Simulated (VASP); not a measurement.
Write the native input for VASP 6.6.1 that does the following.

```
Task                   : band structure
Functional             : LDA
Potentials or basis    : VASP PAW LDA potentials, release 64 (Ba_sv, Te)
Cutoff                 : 520 eV
k mesh                 : 6 × 6 × 6
Occupations            : gaussian, width 0.02 eV
Spin                   : no spin polarisation
Further INCAR settings : ALGO = Normal; EDIFF = 1e-06; NBANDS = 15
```

The structure of BaTe lies in POSCAR:

```
BaTe
1.0
    0.0000000000      3.4100000000      3.4100000000
    3.4100000000      0.0000000000      3.4100000000
    3.4100000000      3.4100000000      0.0000000000
Ba Te
1 1
Direct
    0.0000000000      0.0000000000      0.0000000000
    0.5000000000      0.5000000000      0.5000000000
```

One way to write it, as run:

INCAR

```
SYSTEM = BaTe
PREC = Accurate
ENCUT = 520
EDIFF = 1E-6
ISMEAR = 0
SIGMA = 0.02
LREAL = .FALSE.
LASPH = .TRUE.
NELM = 80
ALGO = Normal
ISIF = 2
LWAVE = .FALSE.
LCHARG = .FALSE.
NBANDS = 15
```

KPOINTS

```
Automatic mesh
0
G
  6 6 6
  0 0 0
```

KPOINTS_OPT

```
path GXWKGLUWLK,UX
10
line-mode
reciprocal
 0.0000000000  0.0000000000  0.0000000000  G
 0.5000000000  0.0000000000  0.5000000000  X

 0.5000000000  0.0000000000  0.5000000000  X
 0.5000000000  0.2500000000  0.7500000000  W

 0.5000000000  0.2500000000  0.7500000000  W
 0.3750000000  0.3750000000  0.7500000000  K

 0.3750000000  0.3750000000  0.7500000000  K
 0.0000000000  0.0000000000  0.0000000000  G

 0.0000000000  0.0000000000  0.0000000000  G
 0.5000000000  0.5000000000  0.5000000000  L

 0.5000000000  0.5000000000  0.5000000000  L
 0.6250000000  0.2500000000  0.6250000000  U

 0.6250000000  0.2500000000  0.6250000000  U
 0.5000000000  0.2500000000  0.7500000000  W

 0.5000000000  0.2500000000  0.7500000000  W
 0.5000000000  0.5000000000  0.5000000000  L

 0.5000000000  0.5000000000  0.5000000000  L
 0.3750000000  0.3750000000  0.7500000000  K

 0.6250000000  0.2500000000  0.6250000000  U
 0.5000000000  0.0000000000  0.5000000000  X
```

Potentials or basis: VASP PAW LDA potentials, release 64 (Ba_sv, Te).

Run with:

```console
$ cat potpaw_LDA.64/Ba_sv/POTCAR potpaw_LDA.64/Te/POTCAR > POTCAR
$ mpirun -np 1 vasp_std > vasp.out
```

It gave:

| Property | Result |
| --- | --- |
| Pressure | 1.3 GPa |
| Band gap on the k mesh | 1.21 eV, indirect (least direct gap 1.59 eV) |
| Band gap along the path | 1.20 eV, indirect (least direct gap 1.59 eV) |

Caveat: spin-orbit coupling is left out, which moves the levels of the heavy elements.

It took 29 s on 1 thread of Intel(R) Xeon(R) 6975P-C (Granite Rapids) (shared host), peak memory 0.19 GiB.
